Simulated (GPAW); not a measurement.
Crystal: SiC (Moissanite).

```
Si C
1.0
     3.07600    0.00000    0.00000
    -1.53800    2.66389    0.00000
     0.00000    0.00000    5.04800
Si C
2 2
Direct
  0.66667 0.33333 0.50000
  0.33333 0.66667 0.00000
  0.66667 0.33333 0.88500
  0.33333 0.66667 0.38500
```

* Program: GPAW 26.7.0
* Task: relaxation of cell and atoms
* Functional: r2SCAN
* Dispersion: D3(BJ)
* Potentials or basis: GPAW PAW data sets (gpaw-data 1.2.1)
* Cutoff: 800 eV
* Basis: pw
* k mesh: 7 × 7 × 4
* Occupations: fermi-dirac, width 0.05 eV
* Spin: no spin polarisation

At the start: pressure -0.8 GPa; volume 10.34 Å³/atom.

Problem. Where does the relaxation end?

Solution. Over 6 steps the energy falls by 9.3 meV/atom and the volume is 10.29 Å³/atom (-0.5 %); space group P6_3mc (No. 186, to 0.05 Å).

The path:
| step | energy change (eV) | largest force (eV/Å) | pressure (GPa) | volume (Å³) |
| --- | --- | --- | --- | --- |
| 1 | 0.0000 | 0.7709 | -0.85 | 41.36 |
| 2 | -0.0269 | 0.4162 | -0.91 | 41.34 |
| 3 | -0.0368 | 0.0508 | -0.69 | 41.28 |
| 4 | -0.0370 | 0.0016 | -0.60 | 41.27 |
| 5 | -0.0371 | 0.0144 | -0.45 | 41.24 |
| 6 | -0.0372 | 0.0167 | -0.05 | 41.17 |

Final structure:
```xyz
4
Lattice="3.0716 0.0000 0.0000 -1.5358 2.6601 0.0000 0.0000 0.0000 5.0387" Properties=species:S:1:pos:R:3 pbc="T T T"
Si    1.5358    0.8867    2.5419
Si    0.0000    1.7734    0.0226
C     1.5358    0.8867    4.4368
C     0.0000    1.7734    1.9175
```

Caveat: later steps reuse the first step's grids; the PAW data sets were made with another functional, which shifts forces and pressure a little.
